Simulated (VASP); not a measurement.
A run of VASP 6.6.1:

The input INCAR:

```
  PREC = Accurate
  ENCUT = 400
  EDIFF = 1E-6
  ISMEAR = 0
  SIGMA = 0.01
  LREAL = F
  LASPH = T
  NELM = 60
  ALGO = Fast
  ISIF = 2
  LWAVE = F
  LCHARG = F
  GGA = MK
  LUSE_VDW = T
  AGGAC = 0.0
  PARAM1 = 0.1234
  PARAM2 = 1.0
  ISYM = 0
```

Contents of KPOINTS:

```
regular mesh
0
Gamma
  1 1 1
```

POSCAR

```
HO                                      
1.0
   12.9224456750      0.0000000000      0.0000000000
    0.0000000000     13.4224456750      0.0000000000
    0.0000000000      0.0000000000     13.9224456750
  O               H             
     2     2
Selective dynamics
Direct
     0.5001445393000026    0.5246140216000015    0.5468873717999969   F   F   F
     0.4997889838677629    0.4795039398155161    0.4499038627695345   T   T   T
     0.4987949522625432    0.4631008201905668    0.5844988928710007   T   T   T
     0.5011787431569396    0.5410030538224904    0.4122972014831529   T   T   T
```

Potentials or basis: VASP PAW PBE potentials, release 64 (O, H).

The run is started by

```bash
$ cat potpaw_PBE.64/O/POTCAR potpaw_PBE.64/H/POTCAR > POTCAR
$ mpirun -np 4 vasp_gam > vasp.out
```

Hardware: 4 MPI ranks on Intel(R) Xeon(R) 6975P-C (Granite Rapids), on a shared host.

Task: Estimate the wall time of this run.

Result: Wall time 5.4 min on 4 MPI ranks on Intel(R) Xeon(R) 6975P-C (Granite Rapids), on a shared host, peak memory 1.3 GiB a rank. Counts: scf iterations 25, k points 1.
